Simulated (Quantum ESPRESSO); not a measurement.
# Ru: zone-centre phonons under several settings

```xyz
2
Lattice="2.7058 0.0000 0.0000 -1.3529 2.3433 0.0000 0.0000 0.0000 4.2819" Properties=species:S:1:pos:R:3 pbc="T T T"
Ru    1.3529    0.7811    3.2114
Ru    0.0000    1.5622    1.0705
```

All runs used Quantum ESPRESSO 7.5; potentials PseudoDojo 0.4.1 SR LDA standard; k mesh 11 × 11 × 6; no spin polarisation; cutoff 1197 eV; occupations cold, width 0.2 eV.

```csv
level,geometry,volume (Å³/atom),pressure (GPa),lowest optical mode without the field (cm⁻¹),highest optical mode without the field (cm⁻¹)
LDA,relaxed at -3 GPa,?,-3.0,?,?
LDA,relaxed at 0 GPa,13.12,0.0,186,273
LDA,relaxed at 3 GPa,13.01,3.0,189,279
LDA,relaxed at 8 GPa,12.85,8.0,192,288
LDA,relaxed at 15 GPa,12.64,15.0,196,301
```

**Question.** What stands in the row left open?

**Answer.** Volume 13.23 Å³/atom; lowest optical mode without the field 184 cm⁻¹; highest optical mode without the field 267 cm⁻¹.

Caveats: the mesh is thin for the phonons of a metal; the cell is more than 3 GPa from zero pressure, which shifts response properties (some runs).

For the row left open. Caveat: the mesh is thin for the phonons of a metal.
